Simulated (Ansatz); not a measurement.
# Compressing AlGaN₂

Method: DFT r2SCAN, scalar-relativistic, plane waves, PAW in Ansatz. Settings: 500 eV cutoff, 8×8×6 k-mesh, Gaussian smearing of 0.02 eV, no spin polarisation.

Starting point, cell and atoms relaxed:

```
CELL_PARAMETERS angstrom
3.13853 0.00000 0.00000
0.00000 3.13853 0.00000
0.00000 0.00000 4.42236
ATOMIC_POSITIONS crystal
Al 0.50000 0.50000 0.50000
Ga 0.00000 0.00000 0.00000
N 0.50000 0.00000 0.73908
N 0.00000 0.50000 0.26092
```

Cell and atoms are relaxed at each pressure within the symmetry of the start, at zero temperature, so transitions that lower the symmetry aren't seen. The k-mesh given is that at zero pressure and may differ at others. a, b and c are the lengths of the cell vectors above. Gaps are generalised Kohn–Sham gaps over the whole zone.

| P (GPa) | V (Å³/atom) | V/V0 | a (Å) | b (Å) | c (Å) |
| --- | --- | --- | --- | --- | --- |
| -2 | 11.00 | 1.010 | 3.149 | 3.149 | 4.438 |
| 0 | 10.89 | 1.000 | 3.139 | 3.139 | 4.422 |
| 2 | 10.79 | 0.990 | 3.129 | 3.129 | 4.408 |
| 5 | 10.64 | 0.977 | 3.114 | 3.114 | 4.387 |
| 10 | 10.41 | 0.956 | 3.092 | 3.092 | 4.355 |
| 20 | 10.02 | 0.920 | 3.055 | 3.055 | 4.297 |
| 40 | 9.41 | 0.864 | 2.993 | 2.993 | 4.200 |

(1) What bulk modulus and pressure derivative fit these points?

(2) Which cell vector or vectors give way most up to 40 GPa?

(3) What does pressure do to the gap?

Answers

(1) A third-order Birch–Murnaghan fit gives B0 = 204 GPa and B0' = 4.0.

(2) c: the changes are a -4.6 %, b -4.6 %, c -5.0 %.

(3) The gaps are 3.29 eV at -2 GPa, 3.37 eV at 0 GPa, 3.44 eV at 2 GPa, 3.55 eV at 5 GPa, 3.72 eV at 10 GPa, 3.89 eV at 20 GPa, 3.93 eV at 40 GPa.